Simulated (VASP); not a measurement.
# Ni (Im-3m) in VASP: further runs

The runs below take Ni through single point, with LDA.

Everything below comes from runs of VASP 6.6.1. Logs are shortened: lines on timing, memory, paths and dates and some standing lists are left out, and cuts for length are marked.

### Step 1. The crystal as given

The structure is cubic, space group Im-3m (No. 229). Conventional cell: a = 2.721 Å, b = 2.721 Å, c = 2.721 Å, α = 90.00°, β = 90.00°, γ = 90.00°. Ni (site symmetry m-3m) is surrounded by 8 Ni at 2.36 Å.

This isn't the form of Ni at room conditions, which is fcc.

### Step 2. Single point, LDA

Input file INCAR:

```
SYSTEM = Ni
  PREC = Accurate
  ENCUT = 520
  EDIFF = 1E-6
  ISMEAR = -1
  SIGMA = 0.1
  LREAL = .False.
  LASPH = .True.
  NELM = 60
  ALGO = Fast
  ISIF = 2
  LWAVE = .False.
  LCHARG = .False.
  NBANDS = 11
```

Input file KPOINTS:

```
regular mesh
0
Gamma
  26 26 26
  0 0 0
```

Input file POSCAR:

```
Ni
1.0
   -1.3602579849      1.3602579849      1.3602579849
    1.3602579849     -1.3602579849      1.3602579849
    1.3602579849      1.3602579849     -1.3602579849
Ni
1
Direct
    0.0000000000      0.0000000000      0.0000000000
```

Potentials or basis: VASP PAW LDA potentials, release 64 (Ni).

On the command line:

```sh
cat potpaw_LDA.64/Ni/POTCAR > POTCAR
mpirun -np 1 vasp_std > vasp.out
```

OUTCAR:

```text
SYSTEM = Ni
   PREC = Accurate
   ENCUT = 520
   EDIFF = 1E-6
   ISMEAR = -1
   LREAL = .False.
   LASPH = .True.
   NELM = 60
   ISIF = 2

 ion  position               nearest neighbor table
   1  0.000  0.000  0.000-

  LATTYP: Found a body centered cubic cell.
 ALAT       =     2.7205159698

  Lattice vectors:

 A1 = (  -1.3602579849,   1.3602579849,   1.3602579849)
 A2 = (   1.3602579849,  -1.3602579849,   1.3602579849)
 A3 = (   1.3602579849,   1.3602579849,  -1.3602579849)

Analysis of symmetry for initial positions (statically):
=====================================================================
 Subroutine PRICEL returns:
 Original cell was already a primitive cell.

 Routine SETGRP: Setting up the symmetry group for a
 body centered cubic supercell.

 Subroutine GETGRP returns: Found 48 space group operations
 (whereof 48 operations were pure point group operations)
 out of a pool of 48 trial point group operations.

The static configuration has the point symmetry O_h .

Analysis of symmetry for dynamics (positions and initial velocities):
=====================================================================
 Subroutine PRICEL returns:
 Original cell was already a primitive cell.

 Routine SETGRP: Setting up the symmetry group for a
 body centered cubic supercell.

 Subroutine GETGRP returns: Found 48 space group operations
 (whereof 48 operations were pure point group operations)
 out of a pool of 48 trial point group operations.

The dynamic configuration has the point symmetry O_h .

 Subroutine INISYM returns: Found 48 space group operations
 (whereof 48 operations are pure point group operations),
 and found     1 'primitive' translations

----------------------------------------------------------------------------------------

                                     Primitive cell

  volume of cell :      10.0676

  direct lattice vectors                    reciprocal lattice vectors
    -1.360257985  1.360257985  1.360257985     0.000000000  0.367577331  0.367577331
     1.360257985 -1.360257985  1.360257985     0.367577331  0.000000000  0.367577331
     1.360257985  1.360257985 -1.360257985     0.367577331  0.367577331  0.000000000

  length of vectors
     2.356035941  2.356035941  2.356035941     0.519832847  0.519832847  0.519832847

  position of ions in fractional coordinates (direct lattice)
     0.000000000  0.000000000  0.000000000

  ion indices of the primitive-cell ions
   primitive index   ion index
                 1           1

----------------------------------------------------------------------------------------

 KPOINTS: regular mesh

Automatic generation of k-mesh.
 Grid dimensions read from file:
 generate k-points for:   26   26   26

 Generating k-lattice:

  Cartesian coordinates                     Fractional coordinates (reciprocal lattice)
     0.000000000  0.014137590  0.014137590     0.038461538  0.000000000  0.000000000
     0.014137590  0.000000000  0.014137590     0.000000000  0.038461538  0.000000000
     0.014137590  0.014137590  0.000000000     0.000000000  0.000000000  0.038461538

  Length of vectors
     0.019993571  0.019993571  0.019993571

  Shift w.r.t. Gamma in fractional coordinates (k-lattice)
     0.000000000  0.000000000  0.000000000

 Subroutine IBZKPT returns following result:
 ===========================================

 Found    511 irreducible k-points:

 Following reciprocal coordinates:
            Coordinates               Weight
  0.000000  0.000000  0.000000      1.000000
  0.038462  0.000000  0.000000     12.000000
  0.076923  0.000000  0.000000     12.000000
  0.115385  0.000000  0.000000     12.000000
  0.153846  0.000000  0.000000     12.000000
  0.192308  0.000000  0.000000     12.000000
[... 16 lines left out ...]
  0.346154  0.038462  0.000000     48.000000
  0.384615  0.038462  0.000000     48.000000
 [... further k-points ...]
   k-points           NKPTS =    511   k-points in BZ     NKDIM =    511   number of bands    NBANDS=     11
   number of dos      NEDOS =    301   number of ions     NIONS =      1
   total plane-waves  NPLWV =   5832
   dimension x,y,z NGX =    18 NGY =   18 NGZ =   18
   dimension x,y,z NGXF=    36 NGYF=   36 NGZF=   36
   ions per type =               1
   NGX,Y,Z   is equivalent  to a cutoff of  12.70, 12.70, 12.70 a.u.
   NGXF,Y,Z  is equivalent  to a cutoff of  25.40, 25.40, 25.40 a.u.
 SYSTEM =  Ni
   PREC   = accura    normal or accurate (medium, high low for compatibility)
   ISTART =      0    job   : 0-new  1-cont  2-samecut
   ICHARG =      2    charge: 1-file 2-atom 10-const
   ISPIN  =      1    spin polarized calculation?
   LNONCOLLINEAR =      F non collinear calculations
   LSORBIT =      F    spin-orbit coupling
   LASPH  =      T    aspherical Exc in radial PAW
   ENCUT  =  520.0 eV  38.22 Ry    6.18 a.u.   4.38  4.38  4.38*2*pi/ulx,y,z
   NELM   =     60;   NELMIN=  2; NELMDL= -5     # of ELM steps
   EDIFF  = 0.1E-05   stopping-criterion for ELM
   LREAL  =      F    real-space projection
   EDIFFG = 0.1E-04   stopping-criterion for IOM
   NSW    =      0    number of steps for IOM
   IBRION =     -1    ionic relax: 0-MD 1-quasi-New 2-CG
   NFREE  =      0    steps in history (QN), initial steepest desc. (CG)
   ISIF   =      2    stress and relaxation
   ISYM   =      2    0-nonsym 1-usesym 2-fastsym
   POTIM  = 0.5000    time-step for ionic-motion
   TEBEG  =    0.0;   TEEND  =   0.0 temperature during run
   PSTRESS=    0.0 pullay stress
   NELECT =      10.0000    total number of electrons
   NUPDOWN=      -1.0000    fix difference up-down
   EMIN   =  10.00;   EMAX   =-10.00  energy-range for DOS
   EFERMI =   0.00;   METHOD = LEGACY
   ISMEAR =    -1;   SIGMA  =   0.10  broadening in eV -4-tet -1-fermi 0-gaus
   EFERMI_NEDOS =   21; number of points for ismear=-14 and -15
   IALGO  =     68    algorithm
   IMIX   =      4    mixing-type and parameters
     AMIX     =   0.40;   BMIX     =  1.00
     AMIX_MAG =   1.60;   BMIX_MAG =  1.00
  volume/ion in A,a.u.               =      10.07        67.94
  Fermi-wavevector in a.u.,A,eV,Ry     =   1.633429  3.086733 36.301565  2.668090
  Thomas-Fermi vector in A             =   2.725235
   LORBIT       =      0    0 simple, 1 ext, 2 COOP (PROOUT), +10 PAW based schemes
   GGA     = CA    functional components
   LHFCALC =     F    Hartree Fock is set to
   AEXX    =    0.0000 exact exchange contribution
   IVDW    =     0    specifies the selected vdW correction
   LEPSILON=     F    determine dielectric tensor
   LRPA    =     F    only Hartree local field effects (RPA)
 non-spin polarized calculation
 RMM-DIIS sequential band-by-band and
  energy-cutoff  :      520.00
  volume of cell :       10.07
 maximum number of plane-waves:       280
 NGX is ok and might be reduce to    18
   NGX =  9   NGY =  9   NGZ =  9

 number of electron      10.0000010 magnetization

 Free energy of the ion-electron system (eV)
  ---------------------------------------------------
  ext. energy  EPLUGINS =         0.00000000
  ---------------------------------------------------
  free energy    TOTEN  =        -6.51142499 eV

  energy without entropy =       -6.44901490  energy(sigma->0) =       -6.48021995

 E-fermi :  10.0276     XC(G=0): -14.0762

 val. band max:       10.0202802723   @ k =  -0.3846   0.5000   0.0769
 cond. band min:      10.0331360079   @ k =   0.4615   0.0000   0.0000
 fundamental gap:      0.0128557356
 Fermi energy:        10.0275900163

 k-point     1 :       0.0000    0.0000    0.0000
  band No.  band energies     occupation
      1       0.6713      2.00000
      2       7.8761      2.00000
      3       7.8761      2.00000
      4       7.8761      2.00000
      5       9.4057      1.99602
      6       9.4057      1.99602
      7      37.3680      0.00000
      8      37.3680      0.00000
      9      37.3680      0.00000
     10      42.8491      0.00000
     11      42.8491      0.00000

 k-point     2 :       0.0385    0.0000    0.0000
  band No.  band energies     occupation
      1       0.7364      2.00000
      2       7.8597      2.00000
      3       7.8749      2.00000
      4       7.9080      2.00000
      5       9.3885      1.99665
      6       9.4070      1.99597
      7      36.8601      0.00000
      8      37.2685      0.00000
      9      37.2988      0.00000
     10      42.2255      0.00000
     11      42.7556      0.00000

 k-point     3 :       0.0769    0.0000    0.0000
  band No.  band energies     occupation
      1       0.9304      2.00000
      2       7.8114      2.00000
      3       7.8695      2.00000
      4       8.0027      2.00000
      5       9.3413      1.99791
      6       9.4109      1.99581
      7      35.5532      0.00000
      8      36.9191      0.00000
      9      37.1110      0.00000
     10      41.5402      0.00000
     11      41.5601      0.00000

 k-point     4 :       0.1154    0.0000    0.0000
  band No.  band energies     occupation
      1       1.2488      2.00000
      2       7.7347      2.00000
      3       7.8545      2.00000
      4       8.1567      2.00000
      5       9.2773      1.99890
      6       9.4179      1.99551
      7      33.7969      0.00000
      8      36.2663      0.00000
      9      36.8510      0.00000
     10      40.0366      0.00000
     11      40.8965      0.00000
[... 239 lines left out ...]
 k-point    22 :       0.3077    0.0385    0.0000
  band No.  band energies     occupation
      1       4.4131      2.00000
      2       7.0876      2.00000
      3       7.9258      2.00000
      4       9.2264      1.99934
      5       9.5390      1.98501
      6       9.7401      1.89316
      7      22.8363      0.00000
      8      31.0413      0.00000
      9      32.9277      0.00000
     10      35.9805      0.00000
     11      39.5028      0.00000

 k-point    23 :       0.3462    0.0385    0.0000
  band No.  band energies     occupation
      1       4.8279      2.00000
      2       6.9867      2.00000
      3       8.3093      2.00000
      4       9.2828      1.99884
      5       9.5755      1.97847
      6      10.0468      0.90425
      7      21.0654      0.00000
      8      30.4712      0.00000
      9      32.1666      0.00000
     10      35.8074      0.00000
     11      39.4438      0.00000

 k-point    24 :       0.3846    0.0385    0.0000
  band No.  band energies     occupation
      1       5.0650      2.00000
      2       6.9063      2.00000
      3       8.8271      1.99999
      4       9.3403      1.99793
      5       9.6409      1.95902
      6      10.3376      0.08621
      7      19.4872      0.00000
      8      30.0302      0.00000
      9      31.5685      0.00000
     10      35.6810      0.00000
     11      39.4292      0.00000

 [... further k-points ...]

------------------------ aborting loop because EDIFF is reached ----------------------------------------

  FORCE on cell =-STRESS in cart. coord.  units (eV):
  Direction    XX          YY          ZZ          XY          YZ          ZX
  --------------------------------------------------------------------------------------
  -------------------------------------------------------------------------------------
  Total       -0.0254944     -0.0254944     -0.0254944     -0.0000000     -0.0000000     -0.0000000
  in kB       -4.0572476     -4.0572476     -4.0572476     -0.0000000     -0.0000000     -0.0000000
  external PRESSURE =      -4.0572476 kB  Pullay stress =       0.0000000 kB

 VOLUME and BASIS-vectors are now :
 -----------------------------------------------------------------------------
  energy-cutoff  :      520.00
  volume of cell :       10.07
      direct lattice vectors                 reciprocal lattice vectors
    -1.360257985  1.360257985  1.360257985     0.000000000  0.367577331  0.367577331
     1.360257985 -1.360257985  1.360257985     0.367577331  0.000000000  0.367577331
     1.360257985  1.360257985 -1.360257985     0.367577331  0.367577331  0.000000000

 POSITION                                       TOTAL-FORCE (eV/Angst)
 -----------------------------------------------------------------------------------
      0.00000      0.00000      0.00000         0.000000      0.000000      0.000000
 -----------------------------------------------------------------------------------
    total drift:                                0.000000      0.000000      0.000000

  FREE ENERGIE OF THE ION-ELECTRON SYSTEM (eV)
  ---------------------------------------------------
  free  energy   TOTEN  =        -6.5114249890 eV

  energy  without entropy=       -6.4490149039  energy(sigma->0) =       -6.48021995
```

It took 21 s on 1 thread of Intel Xeon 6975P-C (Granite Rapids), shared host; peak memory 0.15 GiB.

What came out:

```yaml
Free_energy: -6.5114 eV
Pressure: -0.4 GPa
Band_gap_on_the_k_mesh: none (metal or under the smearing width)
```

Levels at points of the mesh, in eV from the Fermi level:
```csv
k point,band 3,band 4,band 5,band 6,band 7,band 8
"(0.00, 0.00, 0.00)",-2.15,-2.15,-0.62,-0.62,27.34,27.34
"(0.50, 0.00, 0.00)",-0.68,-0.44,0.25,0.44,7.32,19.87
"(0.50, 0.50, 0.50)",0.18,0.18,0.18,10.30,10.30,10.30
```

Caveat: the run has no spin polarisation, though such a crystal can be magnetic.

### Step 3. Single point, LDA

This run uses another cell than the first one, of 11.28 Å³/atom, 1.120 times its volume.

Input file INCAR:

```
SYSTEM = Ni
PREC = Accurate ; ENCUT = 520
EDIFF = 1E-7 ; ISMEAR = -1
SIGMA = 0.1 ; LREAL = .False.
LASPH = .True. ; NELM = 80
ALGO = Normal ; ISIF = 2
LWAVE = .False. ; LCHARG = .True.
LELF = .True. ; LVHAR = .True.
NBANDS = 11
```

Input file KPOINTS:

```
Automatic mesh
0
Gamma
  18 18 18
  0 0 0
```

Input file POSCAR:

```
Ni
1.0
   -1.4126263127      1.4126263127      1.4126263127
    1.4126263127     -1.4126263127      1.4126263127
    1.4126263127      1.4126263127     -1.4126263127
Ni
1
Direct
    0.0000000000      0.0000000000      0.0000000000
```

Potentials or basis: VASP PAW LDA potentials, release 64 (Ni).

On the command line:

```sh
cat potpaw_LDA.64/Ni/POTCAR > POTCAR
mpirun -np 1 vasp_std > vasp.out
```

Run time: 8.3 s. Hardware: 1 thread of Intel Xeon 6975P-C (Granite Rapids), shared host; peak memory 0.13 GiB.

The run converged. Its results:

| Item | Value |
| --- | --- |
| Free energy | -6.4210 eV |
| Pressure | -21.4 GPa |
| Band gap on the k mesh | none (metal or under the smearing width) |

Levels at points of the mesh, in eV from the Fermi level:
| k point | band 3 | band 4 | band 5 | band 6 | band 7 | band 8 |
| --- | --- | --- | --- | --- | --- | --- |
| (0.00, 0.00, 0.00) | -1.83 | -1.83 | -0.53 | -0.53 | 26.19 | 26.19 |
| (0.50, 0.00, 0.00) | -0.59 | -0.38 | 0.35 | 0.42 | 6.45 | 18.86 |
| (0.50, 0.50, 0.50) | 0.14 | 0.14 | 0.14 | 9.60 | 9.60 | 9.60 |

Caveat: so large a pressure means that the cell lies far from this level's equilibrium, or that cutoff or potentials fall short; the run has no spin polarisation, though such a crystal can be magnetic.

[end of part 1 of 2]
